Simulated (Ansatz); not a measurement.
AlRu:

```
Ru Al
1.0
     2.99160    0.00000    0.00000
     0.00000    2.99160    0.00000
     0.00000    0.00000    2.99160
Ru Al
1 1
Cartesian
  1.4958 1.4958 1.4958
  0.0000 0.0000 0.0000
```

* Program: Ansatz 0.2.0
* Task: relaxation of cell and atoms
* Functional: PBEsol
* Potentials or basis: Ansatz PAW
* Cutoff: 420 eV (not typed: the program's choice for these potentials)
* k mesh: 9 × 9 × 9
* Occupations: fermi-dirac, width 0.05 eV
* Spin: no spin polarisation

At the start: volume 13.39 Å³/atom.

Q: How do energy, volume and symmetry change on relaxing?

A: It ends after 4 steps and the volume is 13.18 Å³/atom (-1.5 %); space group Pm-3m (No. 221, to 0.05 Å).

Step by step:
| step | energy change (eV) | largest force (eV/Å) | volume (Å³) |
| --- | --- | --- | --- |
| 1 | 0.0000 | 0.0000 | 26.77 |
| 2 | -0.0042 | 0.0000 | 26.25 |
| 3 | -0.0045 | 0.0000 | 26.36 |
| 4 | -0.0044 | 0.0000 | 26.36 |

Final structure:
```
CELL_PARAMETERS angstrom
2.97615 0.00000 0.00000
0.00000 2.97615 0.00000
0.00000 0.00000 2.97615
ATOMIC_POSITIONS crystal
Ru 0.50000 0.50000 0.50000
Al 0.00000 0.00000 0.00000
```

Caveat: the plane-wave basis is chosen anew once the cell has moved, so the energies of steps on either side of that aren't comparable; the PAW data sets come from PBE, with cores solved anew for the run's functional, which leaves a small shift of forces and pressure.
